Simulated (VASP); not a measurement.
# Al (P6_3/mmc) in VASP: single point with PBEsol

Aim: the single point of Al with PBEsol.

Program: VASP 6.6.1. These are calculated values, not measurements. Logs are shortened: lines on timing, memory, paths and dates and some standing lists are left out, and cuts for length are marked.

### 1 The crystal as given

It takes space group P6_3/mmc (No. 194, hexagonal). Conventional cell: a = 2.851 Å, b = 2.851 Å, c = 4.637 Å, α = 90.00°, β = 90.00°, γ = 120.00°. Al (site symmetry -6m2) has 12 Al at 2.84 to 2.85 Å as nearest neighbours.

This isn't the form of Al at room conditions, which is fcc.

### 2 Single point, PBEsol

Contents of INCAR:

```
PREC = Accurate
ENCUT = 520
EDIFF = 1E-7
ISMEAR = 0
SIGMA = 0.1
LREAL = False
LASPH = True
NELM = 100
ALGO = Normal
ISIF = 2
LWAVE = False
LCHARG = False
GGA = PS
NBANDS = 10
```

Contents of KPOINTS:

```
Automatic mesh
0
Gamma
  18 18 10
```

Contents of POSCAR:

```
Al
1.0
    2.8505492336      0.0000000000      0.0000000000
   -1.4252746168      2.4686480510      0.0000000000
    0.0000000000      0.0000000000      4.6371422547
Al
2
Direct
    0.3333333333      0.6666666667      0.2500000000
    0.6666666667      0.3333333333      0.7500000000
```

Potentials or basis: VASP PAW PBE potentials, release 64 (Al).

Run with:

```console
$ cat potpaw_PBE.64/Al/POTCAR > POTCAR
$ mpirun -np 1 vasp_std > vasp.out
```

OUTCAR:

```text
PREC = Accurate
   ENCUT = 520
   EDIFF = 1E-7
   ISMEAR = 0
   LREAL = False
   LASPH = True
   NELM = 100
   ISIF = 2
   GGA = PS

 ion  position               nearest neighbor table
   1  0.333  0.667  0.250-   2 2.84   2 2.84   2 2.84   2 2.84   2 2.84   2 2.84
   2  0.667  0.333  0.750-   1 2.84   1 2.84   1 2.84   1 2.84   1 2.84   1 2.84

  LATTYP: Found a hexagonal cell.
 ALAT       =     2.8505492336
 C/A-ratio  =     1.6267539603

  Lattice vectors:

 A1 = (   2.8505492336,   0.0000000000,   0.0000000000)
 A2 = (  -1.4252746168,   2.4686480510,   0.0000000000)
 A3 = (   0.0000000000,   0.0000000000,   4.6371422547)

Analysis of symmetry for initial positions (statically):
=====================================================================
 Subroutine PRICEL returns:
 Original cell was already a primitive cell.

 Routine SETGRP: Setting up the symmetry group for a
 hexagonal supercell.

 Subroutine GETGRP returns: Found 24 space group operations
 (whereof 12 operations were pure point group operations)
 out of a pool of 24 trial point group operations.

The static configuration has the point symmetry D_3d.
 The point group associated with its full space group is D_6h.

Analysis of symmetry for dynamics (positions and initial velocities):
=====================================================================
 Subroutine PRICEL returns:
 Original cell was already a primitive cell.

 Routine SETGRP: Setting up the symmetry group for a
 hexagonal supercell.

 Subroutine GETGRP returns: Found 24 space group operations
 (whereof 12 operations were pure point group operations)
 out of a pool of 24 trial point group operations.

The dynamic configuration has the point symmetry D_3d.
 The point group associated with its full space group is D_6h.

 Subroutine INISYM returns: Found 24 space group operations
 (whereof 12 operations are pure point group operations),
 and found     1 'primitive' translations

----------------------------------------------------------------------------------------

                                     Primitive cell

  volume of cell :      32.6316

  direct lattice vectors                    reciprocal lattice vectors
     2.850549234  0.000000000  0.000000000     0.350809587  0.202540010  0.000000000
    -1.425274617  2.468648051  0.000000000     0.000000000  0.405080019  0.000000000
     0.000000000  0.000000000  4.637142255     0.000000000  0.000000000  0.215650059

  length of vectors
     2.850549234  2.850549234  4.637142255     0.405080019  0.405080019  0.215650059

  position of ions in fractional coordinates (direct lattice)
     0.333333333  0.666666667  0.250000000
     0.666666667  0.333333333  0.750000000

  ion indices of the primitive-cell ions
   primitive index   ion index
                 1           1
                 2           2

----------------------------------------------------------------------------------------

 KPOINTS: Automatic mesh

Automatic generation of k-mesh.
 Grid dimensions read from file:
 generate k-points for:   18   18   10

 Generating k-lattice:

  Cartesian coordinates                     Fractional coordinates (reciprocal lattice)
     0.019489422  0.011252223  0.000000000     0.055555556  0.000000000  0.000000000
     0.000000000  0.022504446  0.000000000     0.000000000  0.055555556  0.000000000
     0.000000000  0.000000000  0.021565006     0.000000000  0.000000000  0.100000000

  Length of vectors
     0.022504446  0.022504446  0.021565006

  Shift w.r.t. Gamma in fractional coordinates (k-lattice)
     0.000000000  0.000000000  0.000000000

 Subroutine IBZKPT returns following result:
 ===========================================

 Found    222 irreducible k-points:

 Following reciprocal coordinates:
            Coordinates               Weight
  0.000000  0.000000  0.000000      1.000000
  0.055556 -0.000000  0.000000      6.000000
  0.111111 -0.000000  0.000000      6.000000
  0.166667 -0.000000  0.000000      6.000000
  0.222222 -0.000000  0.000000      6.000000
  0.277778 -0.000000  0.000000      6.000000
[... 16 lines left out ...]
  0.333333  0.111111  0.000000     12.000000
  0.388889  0.111111  0.000000     12.000000
 [... further k-points ...]
   k-points           NKPTS =    222   k-points in BZ     NKDIM =    222   number of bands    NBANDS=     10
   number of dos      NEDOS =    301   number of ions     NIONS =      2
   total plane-waves  NPLWV =  20736
   dimension x,y,z NGX =    24 NGY =   24 NGZ =   36
   dimension x,y,z NGXF=    48 NGYF=   48 NGZF=   72
   ions per type =               2
   NGX,Y,Z   is equivalent  to a cutoff of  14.00, 14.00, 12.91 a.u.
   NGXF,Y,Z  is equivalent  to a cutoff of  27.99, 27.99, 25.81 a.u.
 SYSTEM =  unknown system
   PREC   = accura    normal or accurate (medium, high low for compatibility)
   ISTART =      0    job   : 0-new  1-cont  2-samecut
   ICHARG =      2    charge: 1-file 2-atom 10-const
   ISPIN  =      1    spin polarized calculation?
   LNONCOLLINEAR =      F non collinear calculations
   LSORBIT =      F    spin-orbit coupling
   LASPH  =      T    aspherical Exc in radial PAW
   ENCUT  =  520.0 eV  38.22 Ry    6.18 a.u.   5.30  5.30  8.62*2*pi/ulx,y,z
   NELM   =    100;   NELMIN=  2; NELMDL= -5     # of ELM steps
   EDIFF  = 0.1E-06   stopping-criterion for ELM
   LREAL  =      F    real-space projection
   EDIFFG = 0.1E-05   stopping-criterion for IOM
   NSW    =      0    number of steps for IOM
   IBRION =     -1    ionic relax: 0-MD 1-quasi-New 2-CG
   NFREE  =      0    steps in history (QN), initial steepest desc. (CG)
   ISIF   =      2    stress and relaxation
   ISYM   =      2    0-nonsym 1-usesym 2-fastsym
   POTIM  = 0.5000    time-step for ionic-motion
   TEBEG  =    0.0;   TEEND  =   0.0 temperature during run
   PSTRESS=    0.0 pullay stress
   NELECT =       6.0000    total number of electrons
   NUPDOWN=      -1.0000    fix difference up-down
   EMIN   =  10.00;   EMAX   =-10.00  energy-range for DOS
   EFERMI =   0.00;   METHOD = LEGACY
   ISMEAR =     0;   SIGMA  =   0.10  broadening in eV -4-tet -1-fermi 0-gaus
   EFERMI_NEDOS =   21; number of points for ismear=-14 and -15
   IALGO  =     38    algorithm
   IMIX   =      4    mixing-type and parameters
     AMIX     =   0.40;   BMIX     =  1.00
     AMIX_MAG =   1.60;   BMIX_MAG =  1.00
  volume/ion in A,a.u.               =      16.32       110.10
  Fermi-wavevector in a.u.,A,eV,Ry     =   0.930920  1.759184 11.790982  0.866613
  Thomas-Fermi vector in A             =   2.057359
   LORBIT       =      0    0 simple, 1 ext, 2 COOP (PROOUT), +10 PAW based schemes
   GGA     = PS    functional components
   LHFCALC =     F    Hartree Fock is set to
   AEXX    =    0.0000 exact exchange contribution
   IVDW    =     0    specifies the selected vdW correction
   LEPSILON=     F    determine dielectric tensor
   LRPA    =     F    only Hartree local field effects (RPA)
 non-spin polarized calculation
 Gauss-broadening in eV      SIGMA  =   0.10
  energy-cutoff  :      520.00
  volume of cell :       32.63
 maximum number of plane-waves:       892
 NGX is ok and might be reduce to    24
   NGX = 11   NGY = 11   NGZ = 17

 number of electron       6.0000000 magnetization

 Free energy of the ion-electron system (eV)
  ---------------------------------------------------
  ext. energy  EPLUGINS =         0.00000000
  ---------------------------------------------------
  free energy    TOTEN  =        -8.11624518 eV

  energy without entropy =       -8.11089408  energy(sigma->0) =       -8.11356963

 E-fermi :   8.0737     XC(G=0): -10.2991

 val. band max:        8.0715250072   @ k =   0.2778   0.2222   0.5000
 cond. band min:       8.0859074630   @ k =   0.3333   0.3333   0.3000
 fundamental gap:      0.0143824558
 Fermi energy:         8.0736528302

 k-point     1 :       0.0000    0.0000    0.0000
  band No.  band energies     occupation
      1      -3.1428      2.00000
      2       3.4524      2.00000
      3       3.7185      2.00000
      4      18.6493      0.00000
      5      18.6493      0.00000
      6      19.0404      0.00000
      7      19.0404      0.00000
      8      20.2511      0.00000
      9      22.1220      0.00000
     10      22.6160      0.00000

 k-point     2 :       0.0556   -0.0000    0.0000
  band No.  band energies     occupation
      1      -3.0679      2.00000
      2       3.5218      2.00000
      3       3.7916      2.00000
      4      17.0961      0.00000
      5      17.7357      0.00000
      6      18.9254      0.00000
      7      20.0818      0.00000
      8      20.9262      0.00000
      9      22.4065      0.00000
     10      22.6684      0.00000

 k-point     3 :       0.1111   -0.0000    0.0000
  band No.  band energies     occupation
      1      -2.8435      2.00000
      2       3.7299      2.00000
      3       4.0102      2.00000
      4      15.0316      0.00000
      5      16.7809      0.00000
      6      18.1522      0.00000
      7      20.7812      0.00000
      8      20.9185      0.00000
      9      21.4015      0.00000
     10      22.0440      0.00000

 k-point     4 :       0.1667   -0.0000    0.0000
  band No.  band energies     occupation
      1      -2.4701      2.00000
      2       4.0768      2.00000
      3       4.3713      2.00000
      4      12.9810      0.00000
      5      15.9507      0.00000
      6      17.2426      0.00000
      7      18.9857      0.00000
      8      19.3258      0.00000
      9      21.5778      0.00000
     10      22.0202      0.00000
[... 222 lines left out ...]
 k-point    22 :       0.2778    0.1111    0.0000
  band No.  band energies     occupation
      1      -0.2518      2.00000
      2       6.1548      2.00000
      3       6.2887      2.00000
      4       7.8208      1.99965
      5      11.2778      0.00000
      6      13.6935      0.00000
      7      14.2919      0.00000
      8      17.6342      0.00000
      9      17.8127      0.00000
     10      18.9548      0.00000

 k-point    23 :       0.3333    0.1111    0.0000
  band No.  band energies     occupation
      1       0.6978      2.00000
      2       5.7252      2.00000
      3       7.0487      2.00000
      4       7.6575      2.00000
      5      10.8482      0.00000
      6      12.1281      0.00000
      7      12.9077      0.00000
      8      17.2614      0.00000
      9      17.5092      0.00000
     10      18.6403      0.00000

 k-point    24 :       0.3889    0.1111    0.0000
  band No.  band energies     occupation
      1       1.7834      2.00000
      2       4.3435      2.00000
      3       8.0581      1.17457
      4       8.5364      0.00000
      5      10.3562      0.00000
      6      10.7113      0.00000
      7      11.8587      0.00000
      8      17.0402      0.00000
      9      17.3259      0.00000
     10      18.4486      0.00000

 [... further k-points ...]

------------------------ aborting loop because EDIFF is reached ----------------------------------------

  FORCE on cell =-STRESS in cart. coord.  units (eV):
  Direction    XX          YY          ZZ          XY          YZ          ZX
  --------------------------------------------------------------------------------------
  -------------------------------------------------------------------------------------
  Total        0.0093834      0.0093834      0.0092177      0.0000000     -0.0000000      0.0000000
  in kB        0.4607154      0.4607154      0.4525789      0.0000000     -0.0000000      0.0000000
  external PRESSURE =       0.4580032 kB  Pullay stress =       0.0000000 kB

 VOLUME and BASIS-vectors are now :
 -----------------------------------------------------------------------------
  energy-cutoff  :      520.00
  volume of cell :       32.63
      direct lattice vectors                 reciprocal lattice vectors
     2.850549234  0.000000000  0.000000000     0.350809587  0.202540010  0.000000000
    -1.425274617  2.468648051  0.000000000     0.000000000  0.405080019  0.000000000
     0.000000000  0.000000000  4.637142255     0.000000000  0.000000000  0.215650059

 POSITION                                       TOTAL-FORCE (eV/Angst)
 -----------------------------------------------------------------------------------
     -0.00000      1.64577      1.15929        -0.000000      0.000000      0.000000
      1.42527      0.82288      3.47786         0.000000     -0.000000      0.000000
 -----------------------------------------------------------------------------------
    total drift:                                0.000000     -0.000000      0.000000

  FREE ENERGIE OF THE ION-ELECTRON SYSTEM (eV)
  ---------------------------------------------------
  free  energy   TOTEN  =        -8.1162451807 eV

  energy  without entropy=       -8.1108940771  energy(sigma->0) =       -8.11356963
```

It took 16 s on 1 thread of Intel Xeon 6975P-C (Granite Rapids), shared host; peak memory 0.19 GiB.

What came out:

```yaml
Free_energy: -8.1162 eV
Pressure: 0.0 GPa
Band_gap_on_the_k_mesh: none (metal or under the smearing width)
```

Levels at points of the mesh, in eV from the Fermi level:
```
           k point  band 1  band 2  band 3  band 4  band 5  band 6  band 7
(0.00, 0.00, 0.00)  -11.22   -4.62   -4.36   10.58   10.58   10.97   10.97
(0.50, 0.00, 0.00)   -5.38   -5.19    0.60    1.18    1.48    1.81    5.58
(0.00, 0.00, 0.50)   -9.51   -9.51    3.53    3.53   11.81   11.81   11.81
(0.50, 0.00, 0.50)   -3.97   -3.97   -3.25   -3.25    7.05    7.05    7.60
```

Caveat: the PAW data sets were made with another functional, which shifts forces and pressure a little.
